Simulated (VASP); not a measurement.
Runs of VASP 6.6.1 on KBr. It takes space group Fm-3m (No. 225, cubic). Conventional cell: a = 6.600 Å, b = 6.600 Å, c = 6.600 Å, α = 90.00°, β = 90.00°, γ = 90.00°. Around Br (site symmetry m-3m) lie 6 K at 3.30 Å. K (site symmetry m-3m) is surrounded by 6 Br at 3.30 Å. 

```csv
task,level,potentials or basis,cell,k mesh,cutoff (eV),smearing,screening parameter,grid for exact exchange (PRECFOCK),gap on the mesh (eV),pressure (GPa),relaxed volume (Å³/atom)
relaxation of cell and atoms,LDA,"VASP PAW LDA potentials, release 64 (Br, K_sv)",relaxed,7 × 7 × 7,600,fermi-dirac 0.05 eV,-,-,4.32,0.0,(b)
relaxation of cell and atoms,RPBE,"VASP PAW PBE potentials, release 64 (Br, K_sv)",relaxed,7 × 7 × 7,600,fermi-dirac 0.05 eV,-,-,4.39,0.0,41.52
single point,"HSE(alpha, omega)","VASP PAW PBE potentials, release 64 (Br, K_sv)",as given,4 × 4 × 4,520,fermi-dirac 0.05 eV,0.3,Fast,5.37,0.5,-
single point,PBEsol,"VASP PAW PBE potentials, release 64 (Br, K_sv)",as given,7 × 7 × 7,520,gaussian 0.1 eV,-,-,4.28,(c),-
relaxation of cell and atoms,rev-vdW-DF2,"VASP PAW PBE potentials, release 64 (Br, K_sv)",relaxed,7 × 7 × 7,600,fermi-dirac 0.05 eV,-,-,4.28,0.0,(a)
single point,"HSE(alpha, omega)","VASP PAW PBE potentials, release 64 (Br, K_sv)",as given,4 × 4 × 4,520,fermi-dirac 0.05 eV,0.2,Fast,5.62,0.5,-
relaxation of cell and atoms,revPBE,"VASP PAW PBE potentials, release 64 (Br, K_sv)",relaxed,7 × 7 × 7,600,fermi-dirac 0.05 eV,-,-,4.40,0.0,40.97
relaxation of cell and atoms,BLYP,"VASP PAW PBE potentials, release 64 (Br, K_sv)",relaxed,7 × 7 × 7,600,fermi-dirac 0.05 eV,-,-,(d),0.0,39.74
```

Alike in all rows: no spin polarisation.

**Question.** Fill in the values left out.

**Answer.** (a) 35.64; (b) 32.49; (c) -0.3; (d) 4.18.

Caveats: the PAW data sets were made with another functional, which shifts forces and pressure a little (some runs); an odd mesh through Γ misses points on the zone boundary, where band edges often lie (some runs); the volume moved by over 15 % at a fixed basis, so the end points are rough (some runs).

A k mesh can miss the band edges, and the runs leave out spin-orbit coupling on Br.

Not every run made on this cell is shown here.
